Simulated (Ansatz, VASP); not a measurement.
## C in VASP and in Ansatz

Contents of INCAR:

```
SYSTEM = C
  PREC = Accurate
  ENCUT = 520
  EDIFF = 1E-6
  ISMEAR = 0
  SIGMA = 0.1
  LREAL = .False.
  LASPH = .True.
  NELM = 100
  ALGO = Fast
  ISIF = 2
  LWAVE = .False.
  LCHARG = .False.
  GGA = PE
  IVDW = 12
  NBANDS = 16
```

File KPOINTS:

```
Automatic mesh
0
Gamma
  9 9 4
  0 0 0
```

The input POSCAR:

```
C
1.0
    2.4560000000      0.0000000000      0.0000000000
   -1.2280000000      2.1269583917      0.0000000000
    0.0000000000      0.0000000000      6.6960000000
C
4
Direct
    0.0000000000      0.0000000000      0.7500000000
    0.0000000000      0.0000000000      0.2500000000
    0.3333333333      0.6666666667      0.7500000000
    0.6666666667      0.3333333333      0.2500000000
```

Input for Ansatz:

```yaml
crystal:
  lattice:
    - [2.456, 0.0, 0.0]
    - [-1.228, 2.1269583917, 0.0]
    - [0.0, 0.0, 6.696]
  atoms:
    - { symbol: C, position: [0.0, 0.0, 0.75] }
    - { symbol: C, position: [0.0, 0.0, 0.25] }
    - { symbol: C, position: [0.3333333333, 0.6666666667, 0.75] }
    - { symbol: C, position: [0.6666666667, 0.3333333333, 0.25] }
basis:
  ecutwfc: 420
kpoints:
  mp_grid: { grid: [9, 9, 4] }
hamiltonian:
  xc: pbe
  dispersion: d3bj
scf:
  occupations: { method: gaussian, width: 0.1 }
output:
  forces: true
  stress: true
  eigenvalues: true
```

Alike in both runs: task single point; functional PBE; dispersion D3(BJ); k mesh 9 × 9 × 4; occupations gaussian, width 0.1 eV; no spin polarisation.

|  | VASP | Ansatz |
| --- | --- | --- |
| version | VASP 6.6.1 | Ansatz 0.2.0 |
| potentials or method | VASP PAW PBE potentials, release 64 (C) | scalar-relativistic, plane waves, PAW |
| plane-wave cutoff (eV) | 520 | 420 |
| valence electrons in the cell | 16 | 16 |

|  | VASP | Ansatz | Ansatz less VASP |
| --- | --- | --- | --- |
| gap on the k mesh at the Fermi level (eV) | none | none | - |
| pressure (GPa) | 3.8 | 3.4 | -0.46 |
| largest component of the traceless stress (GPa) | 3.90 | 3.36 | -0.544 |

A gap of «none» marks a metal or a gap that the smearing closes. With one functional, cell and mesh, what is left measures potentials, basis and numerics.
